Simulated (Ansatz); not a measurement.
Below is the output of a Python script on Ansatz 0.2.0 through its Python package that makes a band structure of ZnSe, space group P4/nmm. Write a script that gives it. Level of theory: r2SCAN, PAW, cutoff 600 eV, 4×4×4 k-points, fixed occupations.

```
Zn Se
1.0
     4.10770    0.00000    0.00000
     0.00000    4.10770    0.00000
     0.00000    0.00000    6.07035
Zn Se
2 2
Direct
  0.00000 0.00000 0.00000
  0.50000 0.50000 0.00000
  0.00000 0.50000 0.24628
  0.50000 0.00000 0.75372
```

```console
$ python bands_znse.py
plan: 34 bands, 18 k-points, plane waves [3400, 3440] grid [36, 36, 50]
converged          True
n_iterations       8
n_electrons        56.0
n_kpoints          18
n_pw               3429
n_symmetry_ops     16
free_energy_ev     -17610.17097692693
fermi_energy_ev    4.914166740267635
zero of the bands: 4.914 eV, the Fermi level found on the SCF mesh
channel 0 - computed levels within 6 eV of the Fermi level
  G    -4.074  -2.176  -2.176  -0.006  -0.006   0.000   2.419   2.424   3.422
  X    -4.456  -4.456  -1.522  -1.522  -0.787  -0.787   3.964   3.964
  M    -4.252  -4.252  -2.184  -2.184  -2.046  -2.046   3.781   3.781   4.029   4.029
  G    -4.074  -2.176  -2.176  -0.006  -0.006   0.000   2.419   2.424   3.422
  Z    -3.644  -2.031  -2.031  -1.121  -0.280  -0.280   2.524   3.825   4.120   5.776
  R    -4.797  -4.797  -0.764  -0.764  -0.758  -0.758   3.128   3.128
```

One script that gives this output:

The script, `bands_znse.py`:
```python
"""Band structure of ZnSe."""

import ansatz as az
import numpy as np


def main() -> None:
    vectors = np.array([
        [4.107702, 0.0, 0.0],
        [0.0, 4.107702, 0.0],
        [0.0, 0.0, 6.07035],
    ])
    crystal = (
        az.Lattice.of(vectors)
        .atom("Zn", (0.0, 0.0, 0.0))
        .atom("Zn", (0.5, 0.5, 0.0))
        .atom("Se", (0.0, 0.5, 0.24628))
        .atom("Se", (0.5, 0.0, 0.75372))
    )

    # vertices of the path, as fractions of the reciprocal vectors
    path = [
        ("G", (0.0, 0.0, 0.0)),
        ("X", (0.0, 0.5, 0.0)),
        ("M", (0.5, 0.5, 0.0)),
        ("G", (0.0, 0.0, 0.0)),
        ("Z", (0.0, 0.0, 0.5)),
        ("R", (0.0, 0.5, 0.5)),
    ]
    job = (
        crystal.calculation()
        .functional("r2scan")
        .pseudopotentials("paw")
        .basis(600)
        .kpoints(4)  # sampling of the Brillouin zone
        .occupations("Fixed")
        .band_structure([point for _, point in path], intervals=10)
        .scf(extra_bands=6)
    )
    planned = job.session().plan(threads=1)
    facts = planned.describe()
    print("plan:", facts["n_bands"], "bands,", len(facts["kpoints_frac"]), "k-points, plane waves", facts["n_pw_range"], "grid", facts["fft_dense"])
    res = planned.execute()
    summary = res.report

    for key in ("converged", "n_iterations", "n_electrons", "n_kpoints", "n_pw", "n_symmetry_ops", "free_energy_ev", "fermi_energy_ev"):
        print(f"{key:18s} {summary[key]}")

    bands = res.band_structure()
    fermi = bands.fermi_energy_ev
    print(f"zero of the bands: {fermi:.3f} eV, the Fermi level found on the SCF mesh")
    for spin, channel in enumerate(bands.channels):
        print("channel", spin, "- computed levels within 6 eV of the Fermi level")
        for i, (label, _) in enumerate(path):
            levels = channel.eigenvalues_ev[i * 10] - fermi
            print(f"  {label:3s}", " ".join(f"{e:7.3f}" for e in levels if abs(e) < 6))


if __name__ == "__main__":
    main()
```

Caveats:
- Total energies depend on the potentials; only differences at equal settings carry meaning. A total without «per atom» is that of the cell as typed.
- With fixed filling the reported Fermi level is the top filled level among the k-points of the SCF.
- The zero of the levels is a convention of the potentials, so an absolute Fermi energy is no work function.
- The structure comes from a database of computed cells and needn't be a stable or known phase.
- Gaps and levels are Kohn-Sham values on a finite set of k-points, without spin-orbit coupling.
- Processor time in the engine: 15 s on 1 thread of Intel(R) Xeon(R) Processor @ 2.30GHz (shared host), peak memory 0.8 GiB.
